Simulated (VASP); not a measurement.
# PtSe2 (P-3m1) in VASP: a series of runs

Runs on PtSe2. Level: PBEsol. Tasks: relaxation of cell and atoms.

All numbers are computed with VASP 6.6.1; they aren't measurements. Logs are shortened: lines on timing, memory, paths and dates and some standing lists are left out, and cuts for length are marked.

## 1. Starting point

Symmetry: P-3m1, No. 164, trigonal system. The conventional cell has a = 3.724 Å, b = 3.724 Å, c = 5.062 Å, α = 90.00°, β = 90.00°, γ = 120.00°. Pt (site symmetry -3m) is surrounded by 6 Se at 2.49 Å. Se (site symmetry 3m) is surrounded by 3 Pt at 2.49 Å.

## 2. Relaxation of cell and atoms, PBEsol

Contents of INCAR:

```
SYSTEM = PtSe2
  ALGO = Fast
  EDIFF = 1E-7
  EDIFFG = -0.002
  ENCUT = 520
  GGA = PS
  IBRION = 2
  ISIF = 3
  ISMEAR = 0
  LASPH = .TRUE.
  LCHARG = .FALSE.
  LREAL = .FALSE.
  LWAVE = .FALSE.
  NELM = 60
  NSW = 80
  PREC = Accurate
  SIGMA = 0.02
```

Contents of KPOINTS:

```
k-points
0
G
  9 9 6
  0 0 0
```

Contents of POSCAR:

```
PtSe2
1.0
    3.7240000000      0.0000000000      0.0000000000
   -1.8620000000      3.2250786000      0.0000000000
    0.0000000000      0.0000000000      5.0620000000
Pt Se
1 2
Direct
    0.0000000000      0.0000000000      0.0000000000
    0.3333333300      0.6666666700      0.2500000000
    0.6666666700      0.3333333300      0.7500000000
```

Potentials or basis: VASP PAW PBE potentials, release 64 (Pt, Se).

On the command line:

```sh
$ cat potpaw_PBE.64/Pt/POTCAR potpaw_PBE.64/Se/POTCAR > POTCAR
$ mpirun -np 1 vasp_std > vasp.out
```

OUTCAR:

```text
SYSTEM = PtSe2
   EDIFF = 1E-7
   EDIFFG = -0.002
   ENCUT = 520
   GGA = PS
   IBRION = 2
   ISIF = 3
   ISMEAR = 0
   LASPH = .TRUE.
   LREAL = .FALSE.
   NELM = 60
   NSW = 80
   PREC = Accurate

 ion  position               nearest neighbor table
   1  0.000  0.000  0.000-   2 2.49   3 2.49   2 2.49   3 2.49   3 2.49   2 2.49
   2  0.333  0.667  0.250-   1 2.49   1 2.49   1 2.49
   3  0.667  0.333  0.750-   1 2.49   1 2.49   1 2.49

  LATTYP: Found a hexagonal cell.
 ALAT       =     3.7240000000
 C/A-ratio  =     1.3592910849

  Lattice vectors:

 A1 = (   3.7240000000,   0.0000000000,   0.0000000000)
 A2 = (  -1.8620000000,   3.2250786000,   0.0000000000)
 A3 = (   0.0000000000,   0.0000000000,   5.0620000000)

Analysis of symmetry for initial positions (statically):
=====================================================================
 Subroutine PRICEL returns:
 Original cell was already a primitive cell.

 Routine SETGRP: Setting up the symmetry group for a
 hexagonal supercell.

 Subroutine GETGRP returns: Found 12 space group operations
 (whereof 12 operations were pure point group operations)
 out of a pool of 24 trial point group operations.

The static configuration has the point symmetry D_3d.

Analysis of symmetry for dynamics (positions and initial velocities):
=====================================================================
 Subroutine PRICEL returns:
 Original cell was already a primitive cell.

 Routine SETGRP: Setting up the symmetry group for a
 hexagonal supercell.

 Subroutine GETGRP returns: Found 12 space group operations
 (whereof 12 operations were pure point group operations)
 out of a pool of 24 trial point group operations.

The dynamic configuration has the point symmetry D_3d.

 Subroutine INISYM returns: Found 12 space group operations
 (whereof 12 operations are pure point group operations),
 and found     1 'primitive' translations

----------------------------------------------------------------------------------------

                                     Primitive cell

  volume of cell :      60.7956

  direct lattice vectors                    reciprocal lattice vectors
     3.724000000  0.000000000  0.000000000     0.268528464  0.155034981  0.000000000
    -1.862000000  3.225078600  0.000000000     0.000000000  0.310069962  0.000000000
     0.000000000  0.000000000  5.062000000     0.000000000  0.000000000  0.197550375

  length of vectors
     3.724000000  3.723999997  5.062000000     0.310069962  0.310069962  0.197550375

  position of ions in fractional coordinates (direct lattice)
     0.000000000  0.000000000  0.000000000
     0.333333330  0.666666670  0.250000000
     0.666666670  0.333333330  0.750000000

  ion indices of the primitive-cell ions
   primitive index   ion index
                 1           1
                 2           2
                 3           3

----------------------------------------------------------------------------------------

 KPOINTS: k-points

Automatic generation of k-mesh.
 Grid dimensions read from file:
 generate k-points for:    9    9    6

 Generating k-lattice:

  Cartesian coordinates                     Fractional coordinates (reciprocal lattice)
     0.029836496  0.017226109  0.000000000     0.111111111  0.000000000  0.000000000
     0.000000000  0.034452218  0.000000000     0.000000000  0.111111111  0.000000000
     0.000000000  0.000000000  0.032925063     0.000000000  0.000000000  0.166666667

  Length of vectors
     0.034452218  0.034452218  0.032925063

  Shift w.r.t. Gamma in fractional coordinates (k-lattice)
     0.000000000  0.000000000  0.000000000

 Subroutine IBZKPT returns following result:
 ===========================================

 Found     62 irreducible k-points:

 Following reciprocal coordinates:
            Coordinates               Weight
  0.000000  0.000000  0.000000      1.000000
  0.111111  0.000000  0.000000      6.000000
  0.222222  0.000000  0.000000      6.000000
  0.333333 -0.000000  0.000000      6.000000
  0.444444  0.000000  0.000000      6.000000
  0.111111  0.111111  0.000000      6.000000
[... 16 lines left out ...]
  0.222222  0.111111  0.166667     12.000000
 -0.111111  0.333333  0.166667     12.000000
 [... further k-points ...]
   k-points           NKPTS =     62   k-points in BZ     NKDIM =     62   number of bands    NBANDS=     15
   number of dos      NEDOS =    301   number of ions     NIONS =      3
   total plane-waves  NPLWV =  31360
   dimension x,y,z NGX =    28 NGY =   28 NGZ =   40
   dimension x,y,z NGXF=    56 NGYF=   56 NGZF=   80
   ions per type =               1   2
   NGX,Y,Z   is equivalent  to a cutoff of  12.50, 12.50, 13.14 a.u.
   NGXF,Y,Z  is equivalent  to a cutoff of  25.00, 25.00, 26.27 a.u.
 SYSTEM =  PtSe2
   PREC   = accura    normal or accurate (medium, high low for compatibility)
   ISTART =      0    job   : 0-new  1-cont  2-samecut
   ICHARG =      2    charge: 1-file 2-atom 10-const
   ISPIN  =      1    spin polarized calculation?
   LNONCOLLINEAR =      F non collinear calculations
   LSORBIT =      F    spin-orbit coupling
   LASPH  =      T    aspherical Exc in radial PAW
   ENCUT  =  520.0 eV  38.22 Ry    6.18 a.u.   6.92  6.92  9.41*2*pi/ulx,y,z
   NELM   =     60;   NELMIN=  2; NELMDL= -5     # of ELM steps
   EDIFF  = 0.1E-06   stopping-criterion for ELM
   LREAL  =      F    real-space projection
   EDIFFG = -.2E-02   stopping-criterion for IOM
   NSW    =     80    number of steps for IOM
   IBRION =      2    ionic relax: 0-MD 1-quasi-New 2-CG
   NFREE  =      1    steps in history (QN), initial steepest desc. (CG)
   ISIF   =      3    stress and relaxation
   ISYM   =      2    0-nonsym 1-usesym 2-fastsym
   POTIM  = 0.5000    time-step for ionic-motion
   TEBEG  =    0.0;   TEEND  =   0.0 temperature during run
   PSTRESS=    0.0 pullay stress
   NELECT =      22.0000    total number of electrons
   NUPDOWN=      -1.0000    fix difference up-down
   EMIN   =  10.00;   EMAX   =-10.00  energy-range for DOS
   EFERMI =   0.00;   METHOD = LEGACY
   ISMEAR =     0;   SIGMA  =   0.02  broadening in eV -4-tet -1-fermi 0-gaus
   EFERMI_NEDOS =   21; number of points for ismear=-14 and -15
   IALGO  =     68    algorithm
   IMIX   =      4    mixing-type and parameters
     AMIX     =   0.40;   BMIX     =  1.00
     AMIX_MAG =   1.60;   BMIX_MAG =  1.00
  volume/ion in A,a.u.               =      20.27       136.76
  Fermi-wavevector in a.u.,A,eV,Ry     =   1.166608  2.204570 18.517184  1.360975
  Thomas-Fermi vector in A             =   2.303119
   LORBIT       =      0    0 simple, 1 ext, 2 COOP (PROOUT), +10 PAW based schemes
   GGA     = PS    functional components
   LHFCALC =     F    Hartree Fock is set to
   AEXX    =    0.0000 exact exchange contribution
   IVDW    =     0    specifies the selected vdW correction
   LEPSILON=     F    determine dielectric tensor
   LRPA    =     F    only Hartree local field effects (RPA)
 conjugate gradient relaxation of ions
 non-spin polarized calculation
 RMM-DIIS sequential band-by-band and
 Gauss-broadening in eV      SIGMA  =   0.02
  energy-cutoff  :      520.00
  volume of cell :       60.80
 maximum number of plane-waves:      1650
   NGX = 13   NGY = 13   NGZ = 19

--------------------------------------- Ionic step        1  -------------------------------------------

 number of electron      21.9999999 magnetization

 Free energy of the ion-electron system (eV)
  ---------------------------------------------------
  ext. energy  EPLUGINS =         0.00000000
  ---------------------------------------------------
  free energy    TOTEN  =       -15.88528665 eV

  energy without entropy =      -15.88512939  energy(sigma->0) =      -15.88520802

------------------------ aborting loop because EDIFF is reached ----------------------------------------

  FORCE on cell =-STRESS in cart. coord.  units (eV):
  Direction    XX          YY          ZZ          XY          YZ          ZX
  --------------------------------------------------------------------------------------
  -------------------------------------------------------------------------------------
  Total        1.0282657      1.0282657      0.4669509      0.0000000      0.0000000      0.0000000
  in kB       27.0984114     27.0984113     12.3057954      0.0000000      0.0000000      0.0000000
  external PRESSURE =      22.1675393 kB  Pullay stress =       0.0000000 kB
[... 92 lines left out ...]
  FREE ENERGIE OF THE ION-ELECTRON SYSTEM (eV)
  ---------------------------------------------------
  free  energy   TOTEN  =       -15.8942136760 eV

  energy  without entropy=      -15.8940436601  energy(sigma->0) =      -15.89412867

[... ionic steps 4 to 10 ...]

--------------------------------------- Ionic step       11  -------------------------------------------

 number of electron      21.9999996 magnetization

------------------------ aborting loop because EDIFF is reached ----------------------------------------
[... 69 lines left out ...]
--------------------------------------- Ionic step       13  -------------------------------------------

 number of electron      21.9999996 magnetization

 Free energy of the ion-electron system (eV)
  ---------------------------------------------------
  ext. energy  EPLUGINS =         0.00000000
  ---------------------------------------------------
  free energy    TOTEN  =       -15.90514819 eV

  energy without entropy =      -15.90488892  energy(sigma->0) =      -15.90501855

 E-fermi :   6.5792     XC(G=0): -10.9548

 val. band max:        6.5446727708   @ k =   0.0000   0.0000   0.1667
 cond. band min:       6.5890850860   @ k =   0.0000   0.3333   0.3333
 fundamental gap:      0.0444123151
 Fermi energy:         6.5792375555

 k-point     1 :       0.0000    0.0000    0.0000
  band No.  band energies     occupation
      1      -9.1527      2.00000
      2      -6.0898      2.00000
      3      -0.6253      2.00000
      4       0.2144      2.00000
      5       0.2144      2.00000
      6       2.6888      2.00000
      7       2.6888      2.00000
      8       4.0655      2.00000
      9       5.5376      2.00000
     10       5.5376      2.00000
     11       7.2930      0.00000
     12       7.7482      0.00000
     13       7.7482      0.00000
     14       9.8334      0.00000
[... 401 lines left out ...]
      2      -6.6187      2.00000
      3      -0.1006      2.00000
      4       0.5388      2.00000
      5       0.8959      2.00000
      6       1.5004      2.00000
      7       2.2729      2.00000
      8       3.1597      2.00000
      9       4.2332      2.00000
     10       4.5977      2.00000
     11       6.0935      2.00000
     12       6.8622      0.00000
     13       7.9638      0.00000
     14      11.1443      0.00000
     15      12.7593      0.00000

 [... further k-points ...]

------------------------ aborting loop because EDIFF is reached ----------------------------------------

  FORCE on cell =-STRESS in cart. coord.  units (eV):
  Direction    XX          YY          ZZ          XY          YZ          ZX
  --------------------------------------------------------------------------------------
  -------------------------------------------------------------------------------------
  Total       -0.0034258     -0.0034258      0.0007873     -0.0000000      0.0000000      0.0000000
  in kB       -0.0920887     -0.0920887      0.0211631     -0.0000000      0.0000000      0.0000000
  external PRESSURE =      -0.0543381 kB  Pullay stress =       0.0000000 kB
[... 18 lines left out ...]
  FREE ENERGIE OF THE ION-ELECTRON SYSTEM (eV)
  ---------------------------------------------------
  free  energy   TOTEN  =       -15.9051481934 eV

  energy  without entropy=      -15.9048889164  energy(sigma->0) =      -15.90501855

 reached required accuracy - stopping structural energy minimisation
```

It took 3.9 min on 1 thread of Intel Xeon Platinum 8488C (Sapphire Rapids), shared host; peak memory 0.22 GiB.

Results:

* Free energy: -15.9051 eV
* Relaxed volume: 19.87 Å³/atom
* Relaxed cell: a = 3.759 Å, b = 3.759 Å, c = 4.872 Å, α = 90.00°, β = 90.00°, γ = 120.00°
* Space group after relaxing (to 0.05 Å): P-3m1 (No. 164)
* Energy gained by relaxing: 6.6 meV/atom
* Ionic steps: 13
* Pressure after relaxing: 0.0 GPa
* Band gap on the k mesh: none (metal or under the smearing width)

Step by step:
```tsv
step	energy change (eV)	largest force (eV/Å)	pressure (GPa)	volume (Å³)
1	0.0000	0.3399	2.22	60.80
2	0.0150	0.2948	-4.00	63.29
3	-0.0089	0.0863	-0.29	61.72
4	-0.0106	0.0809	-0.28	61.53
5	-0.0149	0.0635	-0.20	60.95
6	-0.0197	0.0201	0.07	59.79
7	-0.0198	0.0073	0.16	59.50
8	-0.0198	0.0096	0.14	59.55
9	-0.0189	0.0787	-0.81	59.87
10	-0.0199	0.0035	0.00	59.60
11	-0.0199	0.0035	0.00	59.60
12	-0.0199	0.0038	0.00	59.60
13	-0.0199	0.0005	-0.01	59.60
```

Final structure:
```cif
data_structure
_symmetry_space_group_name_H-M 'P 1'
_symmetry_Int_Tables_number 1
_cell_length_a 3.7585
_cell_length_b 3.7585
_cell_length_c 4.8720
_cell_angle_alpha 90.000
_cell_angle_beta 90.000
_cell_angle_gamma 120.000
_cell_volume 59.60
loop_
_atom_site_label
_atom_site_type_symbol
_atom_site_fract_x
_atom_site_fract_y
_atom_site_fract_z
_atom_site_occupancy
Pt1 Pt 0.00000 0.00000 0.00000 1
Se1 Se 0.33333 0.66667 0.26088 1
Se2 Se 0.66667 0.33333 0.73912 1
```

Caveat: the PAW data sets were made with another functional, which shifts forces and pressure a little.

## 3. Relaxation of cell and atoms, PBEsol

This run uses another cell than the first one, of 19.87 Å³/atom, 0.980 times its volume.

INCAR is that of step 2.

KPOINTS is that of step 2.

Contents of POSCAR:

```
PtSe2                                   
1.0
    3.7585145495      0.0000000000      0.0000000000
   -1.8792572748      3.2549690766     -0.0000000000
    0.0000000000      0.0000000000      4.8719663895
  Pt              Se            
     1     2
Direct
     0.0000000000000000    1.0000000000000000    0.0000000000000000
     0.3333333300000021    0.6666666699999979    0.2608756203605465
     0.6666666699999979    0.3333333300000021    0.7391243796394537
```

Potentials or basis: VASP PAW PBE potentials, release 64 (Pt, Se).

On the command line:

```sh
$ cat potpaw_PBE.64/Pt/POTCAR potpaw_PBE.64/Se/POTCAR > POTCAR
$ mpirun -np 1 vasp_std > vasp.out
```

It took 31 s on 1 thread of Intel Xeon Platinum 8488C (Sapphire Rapids), shared host; peak memory 0.2 GiB.

Results (log left out):

| Property | Result |
| --- | --- |
| Free energy | -15.9049 eV |
| Pressure after relaxing | 0.0 GPa |
| Band gap on the k mesh | none (metal or under the smearing width) |

Final structure:
```
Pt Se
1.0
     3.75851    0.00000    0.00000
    -1.87926    3.25497    0.00000
     0.00000    0.00000    4.87197
Pt Se
1 2
Direct
  0.00000 0.00000 0.00000
  0.33333 0.66667 0.26088
  0.66667 0.33333 0.73912
```

Levels at points of the mesh, in eV from the Fermi level:
```tsv
k point	band 8	band 9	band 10	band 11	band 12	band 13	band 14	band 15
(0.00, 0.00, 0.00)	-2.51	-1.04	-1.04	0.71	1.17	1.17	3.25	4.03
(0.00, 0.00, 0.50)	-2.97	-1.71	-1.67	-1.67	2.32	2.32	4.83	6.51
```

Caveat: the relaxation stopped at its first step, so nothing moved; the PAW data sets were made with another functional, which shifts forces and pressure a little. The run has no spin-orbit coupling, so splittings on Pt are missing.
